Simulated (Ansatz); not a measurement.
A relaxed cell of WS2 is given with its symmetry left out. The cell was found from a structure generator's guess, not taken from experiment.

Computed with DFT PBE, scalar-relativistic, plane waves, PAW in Ansatz 0.2.0. Cutoff 420 eV, Γ-centred mesh, Gaussian smearing, collinear spin.

```yaml
crystal:
  lattice:
    - [0.00000, 2.96956, 2.96956]
    - [2.96956, 0.00000, 2.96956]
    - [2.96956, 2.96956, 0.00000]
  atoms:
    - { symbol: W, position: [0.00000, 0.00000, 0.00000] }
    - { symbol: S, position: [0.25000, 0.25000, 0.25000] }
    - { symbol: S, position: [0.75000, 0.75000, 0.75000] }
```

The zero of energy is the elements' standard structures at the same level; no fitted shifts are applied.

Question: Find its symmetry and describe it.

Answer: Fm-3m (No. 225), the fluorite type. Conventional cell: a = 5.939 Å. W has 8 S at 2.57 Å; S has 4 W at 2.57 Å and 6 S at 2.97 Å.

Question: What is its formation energy per atom?

Answer: −0.03 eV/atom. The formation energy is too near zero to say whether this cell lies below the elements.

Question: Is it a metal?

Answer: Yes, bands cross the Fermi level on the 14×14×14 mesh.

Question: Which magnetic moments does it keep?

Answer: 0.63 μB per atom net, the space between the atoms included; by site: W 1.2 μB.

Question: From what recipe could a structure generator have reached it?

Answer: One such recipe: ordered vacancies on the cation sites of caesium chloride (Fm-3m, No. 225). Other recipes can lead to the same cell.

The last run used collinear spin, a 14×14×14 mesh for its 3-atom cell and Gaussian smearing of 0.10 eV. For metals, differences of a few meV/atom aren't resolved. Spin–orbit coupling, which can matter for W, is left out. The reference form of S is held partly by dispersion forces, which this level lacks. Another magnetic order may lie lower. A structure relaxed within its symmetry needn't be a true minimum. Another cell of WS2 relaxed alike but without spin, in P-4m2, lies 97 meV/atom lower, so this cell isn't the stable form at this level.
